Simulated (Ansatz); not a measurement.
## Is this Li3H2 stable against decomposition?

All numbers below come from DFT PBE, scalar-relativistic, plane waves, PAW in Ansatz. All cells share a 420 eV cutoff and Γ-centred k meshes spaced at most about 0.3 Å⁻¹ (about 0.25 or finer for metals, 2π included). No spin polarisation.

The zero of energy is the elements' standard structures at the same level (H₂ as a molecule); no fitted shifts are applied.

All energies are static (0 K, no zero-point motion). With hydrogen, zero-point motion can shift formation energies by some tens of meV/atom.

The competitors are the elements and 1 reference phase of this chemical system (from databases or known types: LiH), relaxed at the same level; other known phases may be missing.

The candidate was reached from: Nb3Au2 type (I4/mmm).

```
CELL_PARAMETERS angstrom
-1.42057 1.42057 6.25979
1.42057 -1.42057 6.25979
1.42057 1.42057 -6.25979
ATOMIC_POSITIONS crystal
Li 0.32968 0.32968 0.00000
Li 0.67032 0.67032 0.00000
Li 0.00000 0.00000 0.00000
H 0.16549 0.16549 0.00000
H 0.83451 0.83451 0.00000
```

The lowest competing mixture at this composition:

```
phase      space group         source  share of atoms  ΔE_f (eV/atom)
   Li                -        element          0.2000         -0.0036
  LiH  Fm-3m (No. 225)  textbook type          0.8000          -0.417
```

The lowest database cell of Li (-0.0036) lies slightly below the reference, hence the non-zero entry.

Problem. What are the hull's energy here, the candidate's formation energy and its margin?

Solution. The hull lies at -0.334 eV/atom, the weighted sum of the last column. The candidate has -0.246 eV/atom, which is 88 meV/atom above it. The candidate matches no cell in the subsets of the Crystallography Open Database and the Materials Project at hand. It is metastable at best. Checks: no imaginary mode at Γ (other wave vectors untested).
